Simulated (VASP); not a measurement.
SnO, 4 atoms in the cell. The structure is tetragonal, space group P4/nmm (No. 129). Conventional cell: a = 3.767 Å, b = 3.767 Å, c = 4.637 Å, α = 90.00°, β = 90.00°, γ = 90.00°. Around Sn (site symmetry 4mm) lie 4 O at 2.21 Å. O (site symmetry -4m2) has 4 Sn at 2.21 Å as nearest neighbours. The cell was built by a generator and needn't be a form met in nature.

| Item | Value |
| --- | --- |
| Program | VASP 6.6.1 |
| Task | electrostatic potential |
| Functional | LDA |
| Potentials or basis | VASP PAW LDA potentials, release 64 (Sn_d, O) |
| Cutoff | 520 eV |
| k mesh | 10 × 10 × 8 |
| Occupations | gaussian, width 0.02 eV |
| Spin | no spin polarisation |
| Further INCAR settings | ALGO = Normal; EDIFF = 1e-06 |

Potentials or basis: VASP PAW LDA potentials, release 64 (Sn_d, O).

The run is started by

```bash
$ cat potpaw_LDA.64/Sn_d/POTCAR potpaw_LDA.64/O/POTCAR > POTCAR
$ mpirun -np 1 vasp_std > vasp.out
```

Hardware: 1 thread of Intel(R) Xeon(R) 6975P-C (Granite Rapids) (shared host).

Task: Estimate the wall time of this run.

Result: Wall time 56 s on 1 thread of Intel(R) Xeon(R) 6975P-C (Granite Rapids), on a shared host, peak memory 0.25 GiB. Counts: scf iterations 15, k points 105.
